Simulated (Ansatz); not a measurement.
This script for Ansatz 0.2.0, Python API starts 4 runs on EuS, space group Fm-3m. What input does the engine get in each?

Script `run_plus_u.py`:
```python
# -*- coding: utf-8 -*-
"""DFT+U scan for EuS."""

import ansatz as az
import numpy as np
from pymatgen.core import Lattice, Structure
from pymatgen.io.ase import AseAtomsAdaptor
from tabulate import tabulate


def count_gap(report):
    # lowest empty less highest filled band, counting bands; zero where they overlap
    return max(report.get("gap_by_band_count_ev") or 0.0, 0.0)

pmg_structure = Structure(
    Lattice([[0.0, 2.9785, 2.9785], [2.9785, 0.0, 2.9785], [2.9785, 2.9785, 0.0]]),
    ["Eu", "S"],
    [
        [0.0, 0.0, 0.0],
        [0.5, 0.5, 0.5],
    ],
)
system = az.Crystal.from_ase(AseAtomsAdaptor.get_atoms(pmg_structure)).moments(Eu=7)

calculation = (
    system.calculation()
    .functional("pbe")
    .kpoints(10)
    .occupations("Fermi-Dirac", width=0.15)
    .spin("collinear")
    .band_table()
)
rows = []
for u in [2.0, 4.0, 6.0, 8.0]:
    summary = calculation.hubbard("Eu", "f", u_eff=u).run(threads=1).report
    shell = summary["hubbard"]["n_scf"]
    rows.append((u, count_gap(summary), sum(shell) / len(shell), max(abs(m) for m in summary["site_moments_mub"]), summary["n_iterations"]))
print(tabulate(rows, headers=["U_eff eV", "gap by band count eV", "Eu f occupation (projector)", "largest moment muB", "iterations"], floatfmt=".4f", tablefmt="github"))
```

Run 1:
```yaml
crystal:
  lattice:
    - [0.0, 2.9785, 2.9785]
    - [2.9785, 0.0, 2.9785]
    - [2.9785, 2.9785, 0.0]
  atoms:
    - { symbol: Eu, position: [0.0, 0.0, 0.0] }
    - { symbol: S, position: [0.5, 0.5, 0.5] }
kpoints:
  mp_grid:
    grid: [10, 10, 10]
hamiltonian:
  xc: pbe
  hubbard:
    - { species: Eu, l: f, u_eff: 2.0 }
magnetization:
  spin_polarized: true
  per_species:
    Eu: 7.0
scf:
  occupations:
    method: fermi_dirac
    width: 0.15
output:
  eigenvalues: true
```

Run 2, against run 1:
```diff
-    - { species: Eu, l: f, u_eff: 2.0 }
+    - { species: Eu, l: f, u_eff: 4.0 }
```

Run 3, against run 1:
```diff
-    - { species: Eu, l: f, u_eff: 2.0 }
+    - { species: Eu, l: f, u_eff: 6.0 }
```

Run 4, against run 1:
```diff
-    - { species: Eu, l: f, u_eff: 2.0 }
+    - { species: Eu, l: f, u_eff: 8.0 }
```

Running `python run_plus_u.py` prints:
```text
DeckWarning: basis.ecutwfc = 420 eV, auto-derived from the records' recommended cutoffs: set by Eu (normal level)
|   U_eff eV |   gap by band count eV |   Eu f occupation (projector) |   largest moment muB |   iterations |
|------------|------------------------|-------------------------------|----------------------|--------------|
|     2.0000 |                 0.0000 |                        6.9045 |               6.8005 |           14 |
|     4.0000 |                 0.1988 |                        6.9601 |               6.8436 |           14 |
|     6.0000 |                 0.7018 |                        6.9824 |               6.8636 |           12 |
|     8.0000 |                 1.0563 |                        6.9904 |               6.8735 |           11 |
```
(Warnings from the package without file and line.)

From U = 2 to 8 eV the largest site moment goes from 6.80 to 6.87 μB.

Reading the output:
- Open f shells: with a Hubbard U, without spin-orbit coupling; the state reached hangs on the start and needn't be the lowest.
- A gap by band count of zero or less means overlapping bands, a metal.
- Of the deposited cell: the entry's cell lengths or inner coordinates differ somewhat from later room-temperature determinations.
- The structure is a deposited one; some such entries were measured under pressure or heat, so a shift against it needn't be the functional's error alone.
- Levels are Kohn-Sham eigenvalues on this mesh, without spin-orbit coupling.
- Shell occupations and the effect of U depend on the projectors; a run with no .spin step is spin-unpolarised, and each U may end in a state that isn't the lowest.
- The whole script took 63 s on 1 thread of Intel(R) Xeon(R) Platinum 8488C (Sapphire Rapids) (shared host), peak memory 0.61 GiB.
